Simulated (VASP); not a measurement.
# ScAlN2 (I4_1/amd) in VASP: further runs

Runs on ScAlN2. Level: PBE. Tasks: single point.

All numbers are computed with VASP 6.6.1; they aren't measurements. Logs are shortened: lines on timing, memory, paths and dates and some standing lists are left out, and cuts for length are marked.

## (1) The structure

It takes space group I4_1/amd (No. 141, tetragonal). The conventional cell has a = 4.399 Å, b = 4.399 Å, c = 8.397 Å, α = 90.00°, β = 90.00°, γ = 90.00°. Sc (site symmetry -4m2) has 6 N at 2.20 Å as nearest neighbours. Al (site symmetry -4m2) has 6 N at 1.99 to 2.20 Å as nearest neighbours. N (site symmetry 2mm) is surrounded by 3 Al at 1.99 to 2.20 Å and 3 Sc at 2.20 Å.

The cell comes from a database or a generator and needn't be the stable form of this composition.

## (2) Single point, PBE

The input, INCAR:

```
SYSTEM = ScAlN2
PREC = Accurate ; ENCUT = 460
EDIFF = 1E-5 ; ISMEAR = 0
SIGMA = 0.05 ; LREAL = .False.
LASPH = .True. ; NELM = 100
ALGO = Normal ; ISIF = 2
LWAVE = .False. ; LCHARG = .False.
GGA = PE ; NBANDS = 34
ADDGRID = .False.
```

The input, KPOINTS:

```
regular mesh
0
Gamma
  4 4 4
  0 0 0
```

The input, POSCAR:

```
ScAlN2
1.0
   -2.1994840000      2.1994840000      4.1986215000
    2.1994840000     -2.1994840000      4.1986215000
    2.1994840000      2.1994840000     -4.1986215000
Sc Al N
2 2 4
Direct
    0.0000000000      0.0000000000      0.0000000000
    0.7500000000      0.2500000000      0.5000000000
    0.5000000000      0.5000000000      0.0000000000
    0.2500000000      0.7500000000      0.5000000000
    0.7375140000      0.7375140000      0.0000000000
    0.0124860000      0.5124860000      0.5000000000
    0.2624860000      0.2624860000      0.0000000000
    0.4875140000      0.9875140000      0.5000000000
```

Potentials or basis: VASP PAW PBE potentials, release 64 (Sc_sv, Al, N).

Started as:

```bash
> cat potpaw_PBE.64/Sc_sv/POTCAR potpaw_PBE.64/Al/POTCAR potpaw_PBE.64/N/POTCAR > POTCAR
> mpirun -np 1 vasp_std > vasp.out
```

OUTCAR:

```text
SYSTEM = ScAlN2
   PREC = Accurate
   ENCUT = 460
   EDIFF = 1E-5
   ISMEAR = 0
   LREAL = .False.
   LASPH = .True.
   NELM = 100
   ISIF = 2
   GGA = PE

 Found     13 irreducible k-points:

 Following reciprocal coordinates:
            Coordinates               Weight
  0.000000  0.000000  0.000000      1.000000
  0.250000  0.000000  0.000000      8.000000
  0.500000  0.000000  0.000000      4.000000
  0.250000  0.250000  0.000000      8.000000
  0.500000  0.250000  0.000000     16.000000
 -0.250000  0.250000  0.000000      4.000000
   k-points           NKPTS =     13   k-points in BZ     NKDIM =     13   number of bands    NBANDS=     34
   number of dos      NEDOS =    301   number of ions     NIONS =      8
   total plane-waves  NPLWV =  64000
   dimension x,y,z NGX =    40 NGY =   40 NGZ =   40
   dimension x,y,z NGXF=    80 NGYF=   80 NGZF=   80
   ions per type =               2   2   4
   NGX,Y,Z   is equivalent  to a cutoff of  12.73, 12.73, 12.73 a.u.
   NGXF,Y,Z  is equivalent  to a cutoff of  25.45, 25.45, 25.45 a.u.
 SYSTEM =  ScAlN2
   PREC   = accura    normal or accurate (medium, high low for compatibility)
   ISTART =      0    job   : 0-new  1-cont  2-samecut
   ICHARG =      2    charge: 1-file 2-atom 10-const
   ISPIN  =      1    spin polarized calculation?
   LNONCOLLINEAR =      F non collinear calculations
   LSORBIT =      F    spin-orbit coupling
   LASPH  =      T    aspherical Exc in radial PAW
   ENCUT  =  460.0 eV  33.81 Ry    5.81 a.u.   9.14  9.14  9.14*2*pi/ulx,y,z
   NELM   =    100;   NELMIN=  2; NELMDL= -5     # of ELM steps
   EDIFF  = 0.1E-04   stopping-criterion for ELM
   LREAL  =      F    real-space projection
   EDIFFG = 0.1E-03   stopping-criterion for IOM
   NSW    =      0    number of steps for IOM
   IBRION =     -1    ionic relax: 0-MD 1-quasi-New 2-CG
   NFREE  =      0    steps in history (QN), initial steepest desc. (CG)
   ISIF   =      2    stress and relaxation
   ISYM   =      2    0-nonsym 1-usesym 2-fastsym
   POTIM  = 0.5000    time-step for ionic-motion
   TEBEG  =    0.0;   TEEND  =   0.0 temperature during run
   PSTRESS=    0.0 pullay stress
   NELECT =      48.0000    total number of electrons
   NUPDOWN=      -1.0000    fix difference up-down
   EMIN   =  10.00;   EMAX   =-10.00  energy-range for DOS
   EFERMI =   0.00;   METHOD = LEGACY
   ISMEAR =     0;   SIGMA  =   0.05  broadening in eV -4-tet -1-fermi 0-gaus
   EFERMI_NEDOS =   21; number of points for ismear=-14 and -15
   IALGO  =     38    algorithm
   IMIX   =      4    mixing-type and parameters
     AMIX     =   0.40;   BMIX     =  1.00
     AMIX_MAG =   1.60;   BMIX_MAG =  1.00
  volume/ion in A,a.u.               =      10.16        68.54
  Fermi-wavevector in a.u.,A,eV,Ry     =   1.373681  2.595880 25.674176  1.886999
  Thomas-Fermi vector in A             =   2.499176
   LORBIT       =      0    0 simple, 1 ext, 2 COOP (PROOUT), +10 PAW based schemes
   GGA     = PE    functional components
   LHFCALC =     F    Hartree Fock is set to
   AEXX    =    0.0000 exact exchange contribution
   IVDW    =     0    specifies the selected vdW correction
   LEPSILON=     F    determine dielectric tensor
   LRPA    =     F    only Hartree local field effects (RPA)
 non-spin polarized calculation
 Gauss-broadening in eV      SIGMA  =   0.05
  energy-cutoff  :      460.00
  volume of cell :       81.25
 maximum number of plane-waves:      1854
 NGX is ok and might be reduce to    40
   NGX = 19   NGY = 19   NGZ = 19

 number of electron      48.0000001 magnetization

 Free energy of the ion-electron system (eV)
  ---------------------------------------------------
  ext. energy  EPLUGINS =         0.00000000
  ---------------------------------------------------
  free energy    TOTEN  =       -64.85412602 eV

  energy without entropy =      -64.85412602  energy(sigma->0) =      -64.85412602

 E-fermi :   7.6017     XC(G=0): -11.9279

 val. band max:        7.2649335091   @ k =   0.0000   0.0000   0.0000
 cond. band min:       8.2155896804   @ k =   0.5000   0.5000   0.5000
 fundamental gap:      0.9506561713
 Fermi energy:         7.6017469392

 k-point     1 :       0.0000    0.0000    0.0000
  band No.  band energies     occupation
      1     -40.9271      2.00000
      2     -40.8210      2.00000
      3     -19.8292      2.00000
      4     -19.6766      2.00000
      5     -19.6766      2.00000
      6     -19.5194      2.00000
[... 26 lines left out ...]
     33      12.0588      0.00000
     34      12.4150      0.00000

 k-point     2 :       0.2500    0.0000    0.0000
  band No.  band energies     occupation
      1     -40.9157      2.00000
      2     -40.8319      2.00000
      3     -19.8349      2.00000
      4     -19.7335      2.00000
      5     -19.6905      2.00000
      6     -19.5192      2.00000
[... 26 lines left out ...]
     33      12.5065      0.00000
     34      13.3458      0.00000

 k-point     3 :       0.5000    0.0000    0.0000
  band No.  band energies     occupation
      1     -40.9000      2.00000
      2     -40.8471      2.00000
      3     -19.8417      2.00000
      4     -19.7878      2.00000
      5     -19.7023      2.00000
      6     -19.5056      2.00000
[... 26 lines left out ...]
     33      13.7411      0.00000
     34      14.1826      0.00000

 k-point     4 :       0.2500    0.2500    0.0000
  band No.  band energies     occupation
      1     -40.9000      2.00000
      2     -40.8470      2.00000
      3     -19.8281      2.00000
      4     -19.7994      2.00000
      5     -19.6890      2.00000
      6     -19.5536      2.00000
[... 26 lines left out ...]
     33      13.5459      0.00000
     34      13.8475      0.00000

 k-point     5 :       0.5000    0.2500    0.0000
  band No.  band energies     occupation
      1     -40.8919      2.00000
      2     -40.8545      2.00000
      3     -19.8610      2.00000
      4     -19.8191      2.00000
      5     -19.6752      2.00000
      6     -19.5854      2.00000
[... 26 lines left out ...]
     33      13.8002      0.00000
     34      14.3371      0.00000

 k-point     6 :      -0.2500    0.2500    0.0000
  band No.  band energies     occupation
      1     -40.9110      2.00000
      2     -40.8360      2.00000
      3     -19.8557      2.00000
      4     -19.7711      2.00000
      5     -19.6726      2.00000
      6     -19.5699      2.00000
[... 26 lines left out ...]
     33      13.7215      0.00000
     34      14.0474      0.00000

 [... further k-points ...]

------------------------ aborting loop because EDIFF is reached ----------------------------------------

  FORCE on cell =-STRESS in cart. coord.  units (eV):
  Direction    XX          YY          ZZ          XY          YZ          ZX
  --------------------------------------------------------------------------------------
  -------------------------------------------------------------------------------------
  Total       -0.2603050     -0.2603050     -0.2820070      0.0000000      0.0000000      0.0000000
  in kB       -5.1331591     -5.1331591     -5.5611191      0.0000000      0.0000000      0.0000000
  external PRESSURE =      -5.2758124 kB  Pullay stress =       0.0000000 kB

 VOLUME and BASIS-vectors are now :
 -----------------------------------------------------------------------------
  energy-cutoff  :      460.00
  volume of cell :       81.25
      direct lattice vectors                 reciprocal lattice vectors
    -2.199484000  2.199484000  4.198621500     0.000000000  0.227326046  0.119086705
     2.199484000 -2.199484000  4.198621500     0.227326046  0.000000000  0.119086705
     2.199484000  2.199484000 -4.198621500     0.227326046  0.227326046  0.000000000

 POSITION                                       TOTAL-FORCE (eV/Angst)
 -----------------------------------------------------------------------------------
      0.00000      0.00000      0.00000        -0.000000     -0.000000     -0.000000
      0.00000      2.19948      2.09931        -0.000000     -0.000000      0.000000
      0.00000      0.00000      4.19862        -0.000000     -0.000000      0.000000
      2.19948      0.00000      2.09931        -0.000000     -0.000000     -0.000000
      0.00000      0.00000      6.19308        -0.000000      0.000000      0.000497
      2.19948      0.00000      0.10485         0.000000     -0.000000     -0.000497
      0.00000      0.00000      2.20416        -0.000000      0.000000     -0.000497
      2.19948      0.00000      4.09377         0.000000     -0.000000      0.000497
 -----------------------------------------------------------------------------------
    total drift:                               -0.000000      0.000000     -0.000000

  FREE ENERGIE OF THE ION-ELECTRON SYSTEM (eV)
  ---------------------------------------------------
  free  energy   TOTEN  =       -64.8541260162 eV

  energy  without entropy=      -64.8541260162  energy(sigma->0) =      -64.85412602
```

Wall time 20 s (1 thread of Intel Xeon 6975P-C (Granite Rapids), shared host); peak memory 0.24 GiB.

These settings aren't checked as converged: the numbers below hold their error.

What came out:

```
Free energy            : -64.8541 eV
Pressure               : -0.5 GPa
Band gap on the k mesh : 0.95 eV, indirect (least direct gap 1.05 eV)
```

Caveat: the k mesh is coarse (spacing up to 0.50 Å⁻¹), so the values aren't converged; the cutoff is under 1.25 times the usual one of these potentials, so pressure, stress and relaxed cells hold a basis-set (Pulay) error.

(Continued in part 2 of 2.)
